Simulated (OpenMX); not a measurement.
LiF (Griceite):

```
F Li
1.0
     0.00000    2.01400    2.01400
     2.01400    0.00000    2.01400
     2.01400    2.01400    0.00000
F Li
1 1
Direct
  0.50000 0.50000 0.50000
  0.00000 0.00000 0.00000
```

Base run:

| Quantity | Value |
| --- | --- |
| Program | OpenMX 3.8.5 |
| Functional | PBE |
| Potentials or basis | OpenMX 2013 PBE set, F6.0-s2p2d1, Li8.0-s3p2, grid cutoff 400 Ry |
| k mesh | 11 × 11 × 11 |
| Occupations | fermi-dirac, width 0.05 eV |
| Spin | no spin polarisation |

Its results: band gap on the k mesh 8.99 eV, direct; pressure 3.0 GPa.

The run is repeated on the same cell with these changes: potentials or basis from OpenMX 2013 PBE set, F6.0-s2p2d1, Li8.0-s3p2, grid cutoff 400 Ry to OpenMX 2013 PBE set, F6.0-s2p2, Li8.0-s3p1, grid cutoff 400 Ry. What comes out?

Band gap on the k mesh 9.21 eV, indirect (least direct gap 9.29 eV); pressure 3.9 GPa.

Caveats: the basis of atomic orbitals isn't converged, which shifts pressures, moduli and gaps.
